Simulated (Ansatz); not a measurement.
**BP: Born charges and dielectric tensor with LDA**

The system is BP.

```
P B
1.0
     0.00000    2.26900    2.26900
     2.26900    0.00000    2.26900
     2.26900    2.26900    0.00000
P B
1 1
Direct
  0.75000 0.75000 0.75000
  0.00000 0.00000 0.00000
```

```
Program             : Ansatz 0.2.0
Task                : Born charges and dielectric tensor
Functional          : LDA
Potentials or basis : Ansatz PAW
Cutoff              : 420 eV (not typed: the program's choice for these potentials)
k mesh              : 10 × 10 × 10
Occupations         : fixed
Spin                : no spin polarisation
```

```json
{"Band gap on the k mesh": "1.19 eV, indirect (least direct gap 3.38 eV)", "Electronic dielectric tensor (diagonal)": "9.20", "Born charges (mean of the diagonal)": "P +0.54; B -0.54 e"}
```

Levels at points of the mesh, in eV from the valence-band top:
| k point | band 1 | band 2 | band 3 | band 4 | band 5 | band 6 | band 7 | band 8 |
| --- | --- | --- | --- | --- | --- | --- | --- | --- |
| (0.00, 0.00, 0.00) | -15.40 | 0.00 | 0.00 | 0.00 | 3.38 | 3.38 | 3.38 | 7.35 |
| (0.00, 0.00, -0.50) | -12.07 | -9.01 | -1.75 | -1.75 | 3.76 | 4.67 | 4.67 | 9.92 |
| (0.00, -0.50, -0.50) | -10.57 | -8.49 | -4.10 | -4.10 | 1.30 | 1.55 | 11.94 | 11.94 |
| (-0.50, 0.00, 0.00) | -12.07 | -9.01 | -1.75 | -1.75 | 3.76 | 4.67 | 4.67 | 9.92 |
| (-0.50, 0.00, -0.50) | -10.57 | -8.49 | -4.10 | -4.10 | 1.30 | 1.55 | 11.94 | 11.94 |

Electronic dielectric tensor:
```
9.20 0.00 0.00
0.00 9.20 0.00
0.00 0.00 9.20
```

Born effective charge tensors (e):
atom 1, P
```
0.54 0.00 0.00
0.00 0.54 0.00
0.00 0.00 0.54
```
atom 2, B
```
-0.54  0.00  0.00
 0.00 -0.54  0.00
 0.00  0.00 -0.54
```

Run time: 14 s on 2 threads of Intel(R) Xeon(R) Processor @ 2.70GHz (shared host), peak memory 0.44 GiB.

 A k mesh can miss the band edges.
